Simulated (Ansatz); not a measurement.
PbTiO3 (from a published structure) at its r2SCAN geometry, run in Ansatz at 2 levels of theory. Spin-unpolarised calculation; the starting structure is a published one, and the numbers are computed.

The r2SCAN input:
```yaml
crystal:
  lattice:
    - [3.8425770129, 0.0, 0.0]
    - [0.0, 3.8425770129, 0.0]
    - [0.0, 0.0, 4.4828908937]
  atoms:
    - { symbol: Ti, position: [0.5, 0.5, 0.522514195] }
    - { symbol: Pb, position: [0.0, 0.0, -0.0259548945] }
    - { symbol: O, position: [0.5, 0.5, 0.1340982035] }
    - { symbol: O, position: [0.5, 0.0, 0.625271248] }
    - { symbol: O, position: [0.0, 0.5, 0.625271248] }
kpoints:
  mp_grid: { grid: [6, 6, 6] }
  band_path:
    path:
      - [0.0, 0.0, 0.0]
      - [0.0, 0.5, 0.0]
      - [0.5, 0.5, 0.0]
      - [0.0, 0.0, 0.5]
      - [0.0, 0.5, 0.5]
      - [0.5, 0.5, 0.5]
      - [0.05, 0.05, 0.5]
    npoints: 1
hamiltonian:
  xc: r2scan
scf:
  occupations: { method: fixed }
  n_extra_bands: 5
output:
  forces: true
  stress: true
  eigenvalues: true
  write_density: true
  write_potential: true
  elf: true
  volumetric_format: npy
```

Main results, then, where recorded, the levels near the gap in eV from the Fermi energy (columns number the bands from 0), one row a point of the path (Γ, X, M, Z, R, A, A–Z (0.90)):
```
Crystal: 5 atoms, lattice volume = 66.192 Å³
Symmetry: 8 space group operations
Space group: P4mm (ITA 99)
```
```
Basis set: ecut = 500 eV, 1685 PW (Γ)
Bands: 27, of which v1, the nominal top of the filled ones, is band 22 counted from 1 (21 counted from 0)
k-points: 40 of 216 (time reversal used)
Free energy (F): -16135.911260 eV
Fermi energy:    9.509847 eV
--- Forces (eV/Å), atoms counted from 1 ---
  atom   1  Ti      0.00000      0.00000      0.00285
  atom   2  Pb      0.00000      0.00000      0.00025
  atom   3  O       0.00000      0.00000    -0.00232
  atom   4  O       0.00000      0.00000    -0.00028
  atom   5  O       0.00000      0.00000    -0.00028
--- Stress (GPa, compression-positive) ---
        0.006136       0.000000       0.000000
        0.000000       0.006136       0.000000
        0.000000       0.000000       0.030710
  P = ⅓ Tr σ = 0.0143 GPa (0.143 kbar)
```
```tsv
band_17	band_18	band_19	band_20	band_21	band_22	band_23	band_24
-2.818	-2.546	-2.309	-1.474	-1.474	2.152	3.820	3.820
-3.187	-2.503	-2.447	-2.381	0.000	3.433	3.500	3.728
-3.010	-3.010	-2.530	-2.155	-0.614	3.246	3.650	3.650
-2.575	-2.376	-1.460	-1.460	-1.024	2.148	3.159	4.173
-3.119	-2.763	-2.181	-1.395	-0.938	3.315	3.804	4.232
-3.817	-3.757	-1.232	-1.232	-0.626	3.422	3.422	4.016
-2.592	-2.285	-1.696	-1.479	-0.931	2.217	3.286	4.044
```

r2SCAN gives an indirect gap of 2.15 eV, from X to Z; the least direct gap is 3.15 eV at A–Z (0.90 of the way from A). The lowest empty level at Γ lies only 4 meV higher, so the place of the conduction bottom isn't settled.

Task: In the first input these blocks are replaced (the band path and keys that only write files left aside):
```yaml
crystal:
  # lattice and atoms as above
  host: atoms
kpoints:
  mp_grid: { grid: [4, 4, 4] }
hamiltonian:
  xc:
    exchange: pbe
    correlation: pbe
    exx: { coeff: inverse_dielectric }
```
What comes out?

Result:
```
ε∞ on k-mesh 4×4×4 of a primitive cell: xx 6.5971, yy 6.5971, zz 6.1672; 3/Tr ε∞, of that cell with its empty space = 0.15494722788989293
Basis set: ecut = 420 eV, 1319 PW (Γ)
Bands: 27, of which v1, the nominal top of the filled ones, is band 22 counted from 1 (21 counted from 0)
k-points: 18 of 64 (time reversal used)
hybrid outer 1: dexx = +1.042e-2 eV, tail = 1.92e-5 eV
hybrid outer 2: dexx = +3.073e-7 eV, tail = 8.79e-9 eV, Δε = 1.41e-3 eV, ΔF = 1.32e-2 eV/Å
hybrid outer 3: dexx = +2.825e-10 eV, tail = 2.03e-10 eV, Δε = 2.41e-5 eV, ΔF = 8.67e-5 eV/Å
Free energy (F): -16112.402574 eV
Fermi energy:    9.171631 eV
--- Forces (eV/Å), atoms counted from 1 ---
  atom   1  Ti      0.00000      0.00000    -0.15540
  atom   2  Pb      0.00000      0.00000    -0.00038
  atom   3  O       0.00000      0.00000      0.24684
  atom   4  O       0.00000      0.00000    -0.04552
  atom   5  O       0.00000      0.00000    -0.04552
--- Stress (GPa, compression-positive) ---
        0.776784       0.000000       0.000000
        0.000000       0.776784       0.000000
        0.000000       0.000000       0.566079
  P = ⅓ Tr σ = 0.7065 GPa (7.065 kbar)
```
```tsv
band_17	band_18	band_19	band_20	band_21	band_22	band_23	band_24
-3.063	-2.781	-2.517	-1.639	-1.639	3.022	4.707	4.707
-3.453	-2.739	-2.668	-2.603	0.000	4.025	4.485	4.659
-3.260	-3.260	-2.775	-2.204	-0.775	4.103	4.406	4.563
-2.822	-2.595	-1.625	-1.625	-1.092	3.019	3.745	5.123
-3.382	-3.016	-2.413	-1.560	-0.972	4.257	4.716	5.189
-4.051	-3.950	-1.391	-1.391	-0.787	4.306	4.306	5.045
-2.838	-2.501	-1.869	-1.643	-0.998	3.091	3.879	4.980
```
DDH-PBE0 gives an indirect gap of 3.02 eV, from X to Z; the least direct gap is 4.02 eV at X. The lowest empty level at Γ lies only 4 meV higher, so the place of the conduction bottom isn't settled. With the atoms held, the mean pressure is +0.7 GPa (compression positive). (The program warns that its thresholds are loose for a hybrid's stress.)

Small level splittings and stresses of the hybrids carry the error of their coarser meshes.

Totals of different functionals can't be compared.

Spin-orbit coupling is left out; in compounds of Pb, Bi, Tl or Hg it can lower a gap by up to about 1 eV, split its edges or invert the bands.
